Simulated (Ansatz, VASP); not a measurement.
**Al: VASP beside Ansatz**

Contents of INCAR:

```
PREC = Accurate
ENCUT = 600
EDIFF = 1E-7
ISMEAR = 0
SIGMA = 0.1
LREAL = False
LASPH = True
NELM = 100
ALGO = Fast
ISIF = 3
LWAVE = False
LCHARG = False
GGA = PS
IBRION = 2
NSW = 100
EDIFFG = -0.002
```

Contents of KPOINTS:

```
Automatic mesh
0
Gamma
  18 18 10
```

The input POSCAR:

```
Al
1.0
    2.8633495052      0.0000000000      0.0000000000
   -1.4316747526      2.4797334114      0.0000000000
    0.0000000000      0.0000000000      4.6758497419
Al
2
Direct
    0.3333333333      0.6666666667      0.2500000000
    0.6666666667      0.3333333333      0.7500000000
```

Input for Ansatz:

```yaml
crystal:
  lattice:
    - [2.8633495052, 0.0, 0.0]
    - [-1.4316747526, 2.4797334114, 0.0]
    - [0.0, 0.0, 4.6758497419]
  atoms:
    - { symbol: Al, position: [0.3333333333, 0.6666666667, 0.25] }
    - { symbol: Al, position: [0.6666666667, 0.3333333333, 0.75] }
basis:
  ecutwfc: 420
kpoints:
  mp_grid: { grid: [18, 18, 10] }
hamiltonian:
  xc: pbesol
scf:
  occupations: { method: gaussian, width: 0.1 }
output:
  forces: true
  stress: true
  eigenvalues: true
  write_density: true
  write_potential: true
  elf: true
  volumetric_format: npy
relax:
  adjacent_minimum: "off"
  f_tol: 0.002
  max_steps: 80
  cell: { stress_tol: 0.02 }
```

This isn't the form of Al at room conditions, which is fcc.

Alike in both runs: task relaxation of cell and atoms; functional PBEsol; k mesh 18 × 18 × 10; occupations gaussian, width 0.1 eV; no spin polarisation.

```csv
,VASP,Ansatz
version,VASP 6.6.1,Ansatz 0.2.0
potentials or method,"VASP PAW PBE potentials, release 64 (Al)","scalar-relativistic, plane waves, PAW"
plane-wave cutoff (eV),600,420
valence electrons in the cell,6,6
```

```csv
,VASP,Ansatz,Ansatz less VASP
"gap on the k mesh at the Fermi level, each at its own relaxed structure (eV)",none,none,-
relaxed volume (Å³/atom),16.33,16.32,-0.009
relaxed cell length with the largest relative difference (Å),4.639,4.637,-0.0015
energy change over the relaxation (meV/atom),-1,-1,-0.1
```

A gap of «none» marks a metal or a gap that the smearing closes.

Caveats: the PAW data sets were made with another functional, which shifts forces and pressure a little (VASP).
